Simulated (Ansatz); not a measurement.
# Ca: the cost of one run

Program: Ansatz 0.2.0. Level of theory: DFT HSE06, scalar-relativistic, plane waves, PAW (the target; the first runs use scalar-relativistic PBE). These are calculated values, not measurements.

This is Ca in the hcp structure; at room conditions it is fcc.

**1. The starting structure**

It takes space group P6_3/mmc (No. 194, hexagonal). Conventional cell: a = 3.945 Å, b = 3.945 Å, c = 6.444 Å, α = 90.00°, β = 90.00°, γ = 120.00°. Around Ca (site symmetry -6m2) lie 12 Ca at 3.95 Å.

As a file:

```xyz
2
Lattice="3.9454 0.0000 0.0000 -1.9727 3.4168 0.0000 0.0000 0.0000 6.4441" Properties=species:S:1:pos:R:3 pbc="T T T"
Ca    0.0000    2.2779    4.8331
Ca    1.9727    1.1389    1.6110
```

**2. Full relaxation (PBE, 6×6×4 mesh)**

input.yaml reads:

```yaml
crystal:
  lattice:
    - [3.9453825678, 0.0, 0.0]
    - [-1.9726912839, 3.4168015314, 0.0]
    - [0.0, 0.0, 6.4441248608]
  atoms:
    - { symbol: Ca, position: [0.3333333333, 0.6666666667, 0.75] }
    - { symbol: Ca, position: [0.6666666667, 0.3333333333, 0.25] }
basis:
  ecutwfc: 420
  ecutrho_ratio: 4
kpoints:
  mp_grid: { grid: [6, 6, 4] }
hamiltonian:
  xc: pbe
scf:
  occupations: { method: gaussian, width: 0.05 }
output:
  forces: true
  stress: true
  eigenvalues: true
relax:
  f_tol: 0.03
  max_steps: 60
  cell: { stress_tol: 0.6 }
```

**Question.** How long does this run take on 4 threads of an Arm CPU, shared host, and how much memory does it need?

About 1.1 s, with a peak of 0.33 GiB.
